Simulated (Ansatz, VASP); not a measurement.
ZnSe in VASP and in Ansatz

Contents of INCAR:

```
ALGO     = Normal         # electronic algorithm
EDIFF    = 1E-8           # SCF threshold, eV
ENCUT    = 520            # plane-wave cutoff, eV
ISIF     = 2              # what is computed and relaxed
ISMEAR   = -1             # smearing method
LASPH    = T              # aspherical terms in the spheres
LCHARG   = F              # write CHGCAR
LEFG     = T            
LREAL    = F              # projectors in reciprocal space
LWAVE    = F              # write WAVECAR
NBANDS   = 16             # bands
NELM     = 60             # most SCF steps
PREC     = Accurate       # precision mode
SIGMA    = 0.03           # smearing width, eV
```

The input KPOINTS:

```
k-points
0
Gamma
  8 8 8
```

POSCAR

```
ZnSe
1.0
    0.0000000000      2.8338000000      2.8621380000
    2.8338000000      0.0000000000      2.8621380000
    2.8338000000      2.8338000000      0.0000000000
Zn Se
1 1
Direct
    0.0000000000      0.0000000000      0.0000000000
    0.7500000000      0.7500000000      0.7500000000
```

Input for Ansatz:

```yaml
crystal:
  lattice:
    - [0.0, 2.8338, 2.862138]
    - [2.8338, 0.0, 2.862138]
    - [2.8338, 2.8338, 0.0]
  atoms:
    - { symbol: Zn, position: [0.0, 0.0, 0.0] }
    - { symbol: Se, position: [0.75, 0.75, 0.75] }
kpoints:
  mp_grid: { grid: [8, 8, 8] }
scf:
  occupations: { method: fermi_dirac, width: 0.03 }
hamiltonian:
  xc: lda
  pseudopotentials: { kind: paw }
output:
  forces: true
  stress: true
  eigenvalues: true
  efg: { contact_densities: true }
```

Change from the starting cell: zz strain of +1 %, PAW files.

Alike in both runs: task electric field gradients; functional LDA; k mesh 8 × 8 × 8; occupations fermi-dirac, width 0.03 eV; no spin polarisation.

|  | VASP | Ansatz |
| --- | --- | --- |
| version | VASP 6.6.1 | Ansatz 0.2.0 |
| potentials or method | VASP PAW LDA potentials, release 64 (Zn, Se) | PAW with Ansatz's default frozen-core files, scalar-relativistic |
| plane-wave cutoff (eV) | 520 | 420 |
| valence electrons in the cell | 18 | 28 |

|  | VASP | Ansatz | Ansatz less VASP |
| --- | --- | --- | --- |
| pressure (GPa) | -3.6 | -3.9 | -0.29 |
| largest component of the traceless stress (GPa) | 0.27 | 0.27 | +0.002 |
| Vzz of the field gradient on the site that differs most (V/Å²) | 4.2 | 4.4 | +0.17 |

The two sets of potentials don't hold the same shells in valence.
